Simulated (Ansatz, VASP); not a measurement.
## One calculation of AlN, two programs

```
Al N
1.0
     3.15362    0.00000    0.00000
    -1.57681    2.73112    0.00000
     0.00000    0.00000    4.84435
Al N
2 2
Direct
  0.33333 0.66667 0.00000
  0.66667 0.33333 0.50000
  0.33333 0.66667 0.38500
  0.66667 0.33333 0.88500
```

Alike in both runs: task single point; functional r2SCAN; k mesh 12 × 12 × 6; occupations gaussian, width 0.05 eV; no spin polarisation.

|  | VASP | Ansatz |
| --- | --- | --- |
| version | VASP 6.6.1 | Ansatz 0.2.0 |
| potentials or method | VASP PAW PBE potentials, release 64 (Al, N) | scalar-relativistic, plane waves, PAW |
| plane-wave cutoff (eV) | 520 | 500 |
| valence electrons in the cell | 16 | 16 |

VASP gave:

- gap on the k mesh at the Fermi level (eV): 4.72
- least direct gap on the mesh (eV): 4.72
- pressure (GPa): -1.2
- largest component of the traceless stress (GPa): 10.18
- rms of the force components (eV/Å): 0.194

Problem. Estimate Ansatz's values.

Solution. gap on the k mesh at the Fermi level (eV): 4.68; least direct gap on the mesh (eV): 4.68; pressure (GPa): -0.8; largest component of the traceless stress (GPa): 10.04; rms of the force components (eV/Å): 0.190.

Atom by atom the forces differ by 0.005 eV/Å (rms over components). With one functional, cell and mesh, what is left measures potentials, basis and numerics.

Caveats: the PAW data sets were made with another functional, which shifts forces and pressure a little (VASP). A k mesh can miss the band edges. r2SCAN opens gaps a little over a GGA but as a rule still falls short of measured ones.
